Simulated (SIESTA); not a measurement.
# PtSe2 (Sudovikovite) under changes of volume

One of the cells (20.265 Å³/atom); the others are scaled copies at fixed shape and fractional positions:

```
Pt Se
1.0
     3.72400    0.00000    0.00000
    -1.86200    3.22508    0.00000
     0.00000    0.00000    5.06200
Pt Se
1 2
Cartesian
  0.0000 0.0000 0.0000
  1.8620 1.0750 3.7965
  0.0000 2.1501 1.2655
```

- Program: SIESTA 5.4.2
- Functional: PBE
- Potentials or basis: PseudoDojo 0.4 standard (PBE files)
- Basis: DZP (energy shift 0.002 Ry)
- Grid cutoff: 800 Ry
- Energy shift: 0.002 Ry
- k mesh: 8 × 8 × 5
- Occupations: fermi-dirac, width 0.05 eV
- Spin: no spin polarisation

```tsv
volume (Å³/atom)	energy over the lowest point (meV/atom)	pressure (GPa)	largest force (eV/Å)
19.049	230.33	26.6	2.579
19.455	?	?	?
19.860	117.97	18.2	1.848
20.265	76.53	14.7	1.518
20.671	43.63	11.5	1.221
21.076	18.39	8.6	0.946
21.481	0.00	6.0	0.682
```

Problem. What does the run at 19.455 Å³/atom give?

Solution. Energy over the lowest point 168.97 meV/atom; pressure 22.2 GPa; largest force 2.206 eV/Å.

Worked out: A Birch-Murnaghan fit of order 3 (a polynomial in V^(-2/3)) to the other rows has no minimum within the range. It gives 168.78 meV/atom at 19.455 Å³/atom, against the run's 168.97, and -dE/dV = 22.1 GPa, against 22.2.

Energies are extrapolated to zero smearing.

Caveats: semicore shells carry a single zeta, which can move pressures by several GPa and volumes by a few percent; the basis of atomic orbitals isn't converged, which shifts pressures, moduli and gaps; forces of over 1 eV/Å show positions far from the minimum, so gaps and moduli don't describe the material at rest (some runs).
